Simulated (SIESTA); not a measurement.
Crystal: BeTe.

```
Te Be
1.0
     0.00000    2.77000    2.77000
     2.77000    0.00000    2.77000
     2.77000    2.77000    0.00000
Te Be
1 1
Direct
  0.75000 0.75000 0.75000
  0.00000 0.00000 0.00000
```

Base run:

```yaml
Program: SIESTA 5.4.2
Functional: vdW-DF-cx
Potentials_or_basis: PseudoDojo 0.4 standard (PBE files)
Basis: DZP (energy shift 0.003 Ry; two zetas on semicore shells)
Grid_cutoff: 800 Ry
Energy_shift: 0.003 Ry
k_mesh: 8 × 8 × 8
Occupations: fermi-dirac, width 0.05 eV
Spin: no spin polarisation
```

Its results: band gap on the k mesh 1.95 eV, indirect (least direct gap 3.64 eV); pressure 3.4 GPa.

The run is repeated on the same cell with these changes: functional from vdW-DF-cx to BLYP. What comes out?

Band gap on the k mesh 2.28 eV, indirect (least direct gap 3.70 eV); pressure 6.4 GPa.

Caveats: short orbitals over semicore shells can move pressures by several GPa; the potentials were made for another functional, which shifts forces and pressure; spin-orbit coupling is left out, which moves the levels of the heavy elements; the basis of atomic orbitals isn't converged, which shifts pressures, moduli and gaps.
